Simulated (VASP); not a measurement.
# Mg2Sn (Fm-3m) in VASP: notebook

The runs below take Mg2Sn through relaxation of cell and atoms, with PBEsol, LDA, PBE.

All numbers are computed with VASP 6.6.1; they aren't measurements. Logs are shortened: lines on timing, memory, paths and dates and some standing lists are left out, and cuts for length are marked.

### Step 1. The crystal as given

The structure is cubic, space group Fm-3m (No. 225). The conventional cell has a = 6.760 Å, b = 6.760 Å, c = 6.760 Å, α = 90.00°, β = 90.00°, γ = 90.00°. Mg (site symmetry -43m) has 4 Sn at 2.93 Å as nearest neighbours. Sn (site symmetry m-3m) has 8 Mg at 2.93 Å as nearest neighbours.

The cell is a database's computed one.

### Step 2. Relaxation of cell and atoms, PBEsol

INCAR

```
  ALGO = Normal
  EDIFF = 1E-7
  EDIFFG = -0.005
  ENCUT = 600
  GGA = PS
  IBRION = 2
  ISIF = 3
  ISMEAR = 0
  LASPH = T
  LCHARG = F
  LREAL = F
  LWAVE = F
  NELM = 100
  NSW = 90
  PREC = Accurate
  SIGMA = 0.1
```

KPOINTS

```
k-points
0
Gamma
  12 12 12
```

POSCAR

```
Mg2Sn
1.0
    0.0000000000      3.3801536900      3.3801536900
    3.3801536900      0.0000000000      3.3801536900
    3.3801536900      3.3801536900      0.0000000000
Mg Sn
2 1
Direct
    0.2500000000      0.2500000000      0.2500000000
    0.7500000000      0.7500000000      0.7500000000
    0.0000000000      0.0000000000      0.0000000000
```

Potentials or basis: VASP PAW PBE potentials, release 64 (Mg, Sn_d).

Run with:

```bash
cat potpaw_PBE.64/Mg/POTCAR potpaw_PBE.64/Sn_d/POTCAR > POTCAR
mpirun -np 1 vasp_std > vasp.out
```

OUTCAR:

```text
EDIFF = 1E-7
   EDIFFG = -0.005
   ENCUT = 600
   GGA = PS
   IBRION = 2
   ISIF = 3
   ISMEAR = 0
   LASPH = T
   LREAL = F
   NELM = 100
   NSW = 90
   PREC = Accurate

 ion  position               nearest neighbor table
   1  0.250  0.250  0.250-   3 2.93   3 2.93   3 2.93   3 2.93   2 3.38   2 3.38   2 3.38   2 3.38
                             2 3.38   2 3.38
   2  0.750  0.750  0.750-   3 2.93   3 2.93   3 2.93   3 2.93   1 3.38   1 3.38   1 3.38   1 3.38
                             1 3.38   1 3.38
   3  0.000  0.000  0.000-   2 2.93   2 2.93   2 2.93   1 2.93   2 2.93   1 2.93   1 2.93   1 2.93

  LATTYP: Found a face centered cubic cell.
 ALAT       =     6.7603073800

  Lattice vectors:

 A1 = (   0.0000000000,   3.3801536900,   3.3801536900)
 A2 = (   3.3801536900,   0.0000000000,   3.3801536900)
 A3 = (   3.3801536900,   3.3801536900,   0.0000000000)

Analysis of symmetry for initial positions (statically):
=====================================================================
 Subroutine PRICEL returns:
 Original cell was already a primitive cell.

 Routine SETGRP: Setting up the symmetry group for a
 face centered cubic supercell.

 Subroutine GETGRP returns: Found 48 space group operations
 (whereof 48 operations were pure point group operations)
 out of a pool of 48 trial point group operations.

The static configuration has the point symmetry O_h .

Analysis of symmetry for dynamics (positions and initial velocities):
=====================================================================
 Subroutine PRICEL returns:
 Original cell was already a primitive cell.

 Routine SETGRP: Setting up the symmetry group for a
 face centered cubic supercell.

 Subroutine GETGRP returns: Found 48 space group operations
 (whereof 48 operations were pure point group operations)
 out of a pool of 48 trial point group operations.

The dynamic configuration has the point symmetry O_h .

 Subroutine INISYM returns: Found 48 space group operations
 (whereof 48 operations are pure point group operations),
 and found     1 'primitive' translations

----------------------------------------------------------------------------------------

                                     Primitive cell

  volume of cell :      77.2395

  direct lattice vectors                    reciprocal lattice vectors
     0.000000000  3.380153690  3.380153690    -0.147922268  0.147922268  0.147922268
     3.380153690  0.000000000  3.380153690     0.147922268 -0.147922268  0.147922268
     3.380153690  3.380153690  0.000000000     0.147922268  0.147922268 -0.147922268

  length of vectors
     4.780259191  4.780259191  4.780259191     0.256208884  0.256208884  0.256208884

  position of ions in fractional coordinates (direct lattice)
     0.250000000  0.250000000  0.250000000
     0.750000000  0.750000000  0.750000000
     0.000000000  0.000000000  0.000000000

  ion indices of the primitive-cell ions
   primitive index   ion index
                 1           1
                 2           2
                 3           3

----------------------------------------------------------------------------------------

 KPOINTS: k-points

Automatic generation of k-mesh.
 Grid dimensions read from file:
 generate k-points for:   12   12   12

 Generating k-lattice:

  Cartesian coordinates                     Fractional coordinates (reciprocal lattice)
    -0.012326856  0.012326856  0.012326856     0.083333333  0.000000000  0.000000000
     0.012326856 -0.012326856  0.012326856     0.000000000  0.083333333  0.000000000
     0.012326856  0.012326856 -0.012326856     0.000000000  0.000000000  0.083333333

  Length of vectors
     0.021350740  0.021350740  0.021350740

  Shift w.r.t. Gamma in fractional coordinates (k-lattice)
     0.000000000  0.000000000  0.000000000

 Subroutine IBZKPT returns following result:
[... 64 lines left out ...]
   ISMEAR =     0;   SIGMA  =   0.10  broadening in eV -4-tet -1-fermi 0-gaus
   EFERMI_NEDOS =   21; number of points for ismear=-14 and -15
   IALGO  =     38    algorithm
   IMIX   =      4    mixing-type and parameters
     AMIX     =   0.40;   BMIX     =  1.00
     AMIX_MAG =   1.60;   BMIX_MAG =  1.00
  volume/ion in A,a.u.               =      25.75       173.75
  Fermi-wavevector in a.u.,A,eV,Ry     =   1.007440  1.903786 13.809036  1.014935
  Thomas-Fermi vector in A             =   2.140245
   LORBIT       =      0    0 simple, 1 ext, 2 COOP (PROOUT), +10 PAW based schemes
   GGA     = PS    functional components
   LHFCALC =     F    Hartree Fock is set to
   AEXX    =    0.0000 exact exchange contribution
   IVDW    =     0    specifies the selected vdW correction
   LEPSILON=     F    determine dielectric tensor
   LRPA    =     F    only Hartree local field effects (RPA)
 conjugate gradient relaxation of ions
 non-spin polarized calculation
 Gauss-broadening in eV      SIGMA  =   0.10
  energy-cutoff  :      600.00
  volume of cell :       77.24
 maximum number of plane-waves:      2637
 NGX is ok and might be reduce to    40
   NGX = 19   NGY = 19   NGZ = 19

--------------------------------------- Ionic step        1  -------------------------------------------

 number of electron      18.0000002 magnetization

 Free energy of the ion-electron system (eV)
  ---------------------------------------------------
  ext. energy  EPLUGINS =         0.00000000
  ---------------------------------------------------
  free energy    TOTEN  =        -8.33432703 eV

  energy without entropy =       -8.33279025  energy(sigma->0) =       -8.33355864

------------------------ aborting loop because EDIFF is reached ----------------------------------------

  FORCE on cell =-STRESS in cart. coord.  units (eV):
  Direction    XX          YY          ZZ          XY          YZ          ZX
  --------------------------------------------------------------------------------------
  -------------------------------------------------------------------------------------
  Total       -0.1760460     -0.1760460     -0.1760460      0.0000000     -0.0000000     -0.0000000
  in kB       -3.6517186     -3.6517186     -3.6517186      0.0000000     -0.0000000     -0.0000000
  external PRESSURE =      -3.6517186 kB  Pullay stress =       0.0000000 kB

 VOLUME and BASIS-vectors are now :
 -----------------------------------------------------------------------------
  energy-cutoff  :      600.00
  volume of cell :       77.24
      direct lattice vectors                 reciprocal lattice vectors
     0.000000000  3.380153690  3.380153690    -0.147922268  0.147922268  0.147922268
     3.380153690  0.000000000  3.380153690     0.147922268 -0.147922268  0.147922268
     3.380153690  3.380153690  0.000000000     0.147922268  0.147922268 -0.147922268

 POSITION                                       TOTAL-FORCE (eV/Angst)
 -----------------------------------------------------------------------------------
      1.69008      1.69008      1.69008        -0.000000     -0.000000      0.000000
      5.07023      5.07023      5.07023         0.000000      0.000000      0.000000
      0.00000      0.00000      0.00000         0.000000      0.000000     -0.000000
 -----------------------------------------------------------------------------------
    total drift:                               -0.000000      0.000000     -0.000000

  FREE ENERGIE OF THE ION-ELECTRON SYSTEM (eV)
  ---------------------------------------------------
  free  energy   TOTEN  =        -8.3343270315 eV

  energy  without entropy=       -8.3327902533  energy(sigma->0) =       -8.33355864

--------------------------------------- Ionic step        2  -------------------------------------------

 number of electron      18.0000001 magnetization

 Free energy of the ion-electron system (eV)
  ---------------------------------------------------
  ext. energy  EPLUGINS =         0.00000000
  ---------------------------------------------------
  free energy    TOTEN  =        -8.33507252 eV

  energy without entropy =       -8.33356522  energy(sigma->0) =       -8.33431887

 E-fermi :   4.2180     XC(G=0):  -8.8930

 val. band max:        4.2164331089   @ k =   0.4167   0.4167   0.0000
 cond. band min:       4.2430226070   @ k =   0.0000   0.0000   0.0000
 fundamental gap:      0.0265894981
 Fermi energy:         4.2180416370

 k-point     1 :       0.0000    0.0000    0.0000
  band No.  band energies     occupation
      1     -16.6430      2.00000
      2     -16.6430      2.00000
      3     -16.6430      2.00000
      4     -16.6028      2.00000
      5     -16.6028      2.00000
      6      -4.9168      2.00000
      7       4.2430      0.72388
      8       4.2430      0.72387
      9       4.2430      0.72387
     10       5.6490      0.00000
     11       6.4215      0.00000
     12       6.4215      0.00000
     13       6.4215      0.00000
[... 354 lines left out ...]
  band No.  band energies     occupation
      1     -16.6418      2.00000
      2     -16.6399      2.00000
      3     -16.6388      2.00000
      4     -16.6025      2.00000
      5     -16.6018      2.00000
      6      -3.5156      2.00000
      7      -0.3515      2.00000
      8       1.9233      2.00000
      9       3.1007      2.00000
     10       5.4155      0.00000
     11       6.8885      0.00000
     12       7.2428      0.00000
     13       9.4601      0.00000

 [... further k-points ...]
[... 5 lines left out ...]
  --------------------------------------------------------------------------------------
  -------------------------------------------------------------------------------------
  Total        0.0023775      0.0023775      0.0023775     -0.0000000      0.0000000     -0.0000000
  in kB        0.0497383      0.0497383      0.0497383     -0.0000000      0.0000000     -0.0000000
  external PRESSURE =       0.0497383 kB  Pullay stress =       0.0000000 kB

 VOLUME and BASIS-vectors are now :
 -----------------------------------------------------------------------------
  energy-cutoff  :      600.00
  volume of cell :       76.59
      direct lattice vectors                 reciprocal lattice vectors
    -0.000000000  3.370584560  3.370584560    -0.148342221  0.148342221  0.148342221
     3.370584560  0.000000000  3.370584560     0.148342221 -0.148342221  0.148342221
     3.370584560  3.370584560  0.000000000     0.148342221  0.148342221 -0.148342221

 POSITION                                       TOTAL-FORCE (eV/Angst)
 -----------------------------------------------------------------------------------
      1.68529      1.68529      1.68529         0.000000      0.000000      0.000000
      5.05588      5.05588      5.05588        -0.000000     -0.000000     -0.000000
      3.37058      3.37058      6.74117        -0.000000     -0.000000     -0.000000
 -----------------------------------------------------------------------------------
    total drift:                               -0.000000     -0.000000     -0.000000

  FREE ENERGIE OF THE ION-ELECTRON SYSTEM (eV)
  ---------------------------------------------------
  free  energy   TOTEN  =        -8.3350725240 eV

  energy  without entropy=       -8.3335652180  energy(sigma->0) =       -8.33431887

 reached required accuracy - stopping structural energy minimisation
```

Run time: 1.7 min. Hardware: 1 thread of AMD EPYC 9R14 (Zen 4), shared host; peak memory 0.28 GiB.

What came out:

* Free energy: -8.3351 eV
* Relaxed volume: 25.53 Å³/atom
* Relaxed cell: a = 4.767 Å, b = 4.767 Å, c = 4.767 Å, α = 60.00°, β = 60.00°, γ = 60.00°
* Space group after relaxing (to 0.05 Å): Fm-3m (No. 225)
* Energy gained by relaxing: 0.2 meV/atom
* Ionic steps: 2
* Pressure after relaxing: 0.0 GPa
* Band gap on the k mesh: none (metal or under the smearing width)

Step by step:
| step | energy change (eV) | largest force (eV/Å) | pressure (GPa) | volume (Å³) |
| --- | --- | --- | --- | --- |
| 1 | 0.0000 | 0.0000 | -0.37 | 77.24 |
| 2 | -0.0007 | 0.0000 | 0.00 | 76.59 |

Final structure:
```xyz
3
Lattice="0.0000 3.3706 3.3706 3.3706 0.0000 3.3706 3.3706 3.3706 0.0000" Properties=species:S:1:pos:R:3 pbc="T T T"
Mg    1.6853    1.6853    1.6853
Mg    5.0559    5.0559    5.0559
Sn    3.3706    3.3706    6.7412
```

Caveat: the PAW data sets were made with another functional, which shifts forces and pressure a little; this crystal is a semiconductor, whose small gap the functional closes, so the metal is an error of the method.

### Step 3. Relaxation of cell and atoms, LDA

INCAR: that of step 2 with these lines changed.

```diff
@@ -4,3 +4,2 @@
   ENCUT = 600
-  GGA = PS
   IBRION = 2
```

KPOINTS is that of step 2.

POSCAR is that of step 2.

Potentials or basis: VASP PAW LDA potentials, release 64 (Mg, Sn_d).

Run with:

```bash
cat potpaw_LDA.64/Mg/POTCAR potpaw_LDA.64/Sn_d/POTCAR > POTCAR
mpirun -np 1 vasp_std > vasp.out
```

It took 1.8 min on 1 thread of AMD EPYC 9R14 (Zen 4), shared host; peak memory 0.23 GiB.

It converged, with:

```yaml
Free_energy: -8.9392 eV
Relaxed_volume: 24.51 Å³/atom
Relaxed_cell: a = 4.702 Å, b = 4.702 Å, c = 4.702 Å, α = 60.00°, β = 60.00°, γ = 60.00°
Space_group_after_relaxing_to_0.05_Å: Fm-3m (No. 225)
Energy_gained_by_relaxing: 8.4 meV/atom
Ionic_steps: 2
Pressure_after_relaxing: 0.0 GPa
Band_gap_on_the_k_mesh: none (metal or under the smearing width)
```

Step by step:
```csv
step,energy change (eV),largest force (eV/Å),pressure (GPa),volume (Å³)
1,0.0000,0.0000,-2.10,77.24
2,-0.0252,0.0000,0.01,73.53
```

Final structure:
```xyz
3
Lattice="0.0000 3.3251 3.3251 3.3251 0.0000 3.3251 3.3251 3.3251 0.0000" Properties=species:S:1:pos:R:3 pbc="T T T"
Mg    1.6625    1.6625    1.6625
Mg    4.9876    4.9876    4.9876
Sn    6.6502    3.3251    3.3251
```

Levels at points of the mesh, in eV from the Fermi level:
```
           k point  band 7  band 8  band 9  band 10  band 11  band 12
(0.00, 0.00, 0.00)    0.02    0.02    0.02     1.61     2.26     2.26
(0.50, 0.00, 0.00)   -4.95   -0.83   -0.83     0.80     2.30     2.30
(0.50, 0.50, 0.00)   -4.72   -2.15   -2.15    -0.09     0.14     7.43
```

Caveat: this crystal is a semiconductor, whose small gap the functional closes, so the metal is an error of the method.

[end of part 1 of 2]
